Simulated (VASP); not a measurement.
The system is AlN.

```xyz
2
Lattice="0.0000 2.0345 2.0345 2.0345 0.0000 2.0345 2.0345 2.0345 0.0000" Properties=species:S:1:pos:R:3 pbc="T T T"
Al    2.0345    2.0345    2.0345
N     0.0000    0.0000    0.0000
```

Measurements of this composition are mostly on another form, of space group No. 186.

| Property | Result |
| --- | --- |
| Program | VASP 6.6.1 |
| Task | relaxation of cell and atoms |
| Functional | LDA |
| Potentials or basis | VASP PAW LDA potentials, release 64 (Al, N) |
| Cutoff | 600 eV |
| k mesh | 8 × 8 × 8 |
| Occupations | gaussian, width 0.1 eV |
| Spin | no spin polarisation |

At the start: pressure -10.5 GPa; volume 8.42 Å³/atom.

**Question.** Where does the relaxation end?

**Answer.** Over 3 steps the energy falls by 11.6 meV/atom and the volume is 8.08 Å³/atom (-4.0 %); space group Fm-3m (No. 225, to 0.05 Å).

Step by step:
| step | energy change (eV) | largest force (eV/Å) | pressure (GPa) | volume (Å³) |
| --- | --- | --- | --- | --- |
| 1 | 0.0000 | 0.0000 | -10.52 | 16.84 |
| 2 | -0.0006 | 0.0000 | 11.96 | 15.53 |
| 3 | -0.0233 | 0.0000 | -0.08 | 16.16 |

Final structure:
```cif
data_structure
_symmetry_space_group_name_H-M 'P 1'
_symmetry_Int_Tables_number 1
_cell_length_a 2.8381
_cell_length_b 2.8381
_cell_length_c 2.8381
_cell_angle_alpha 60.000
_cell_angle_beta 60.000
_cell_angle_gamma 60.000
_cell_volume 16.16
loop_
_atom_site_label
_atom_site_type_symbol
_atom_site_fract_x
_atom_site_fract_y
_atom_site_fract_z
_atom_site_occupancy
Al1 Al 0.50000 0.50000 0.50000 1
N1 N 0.00000 0.00000 0.00000 1
```
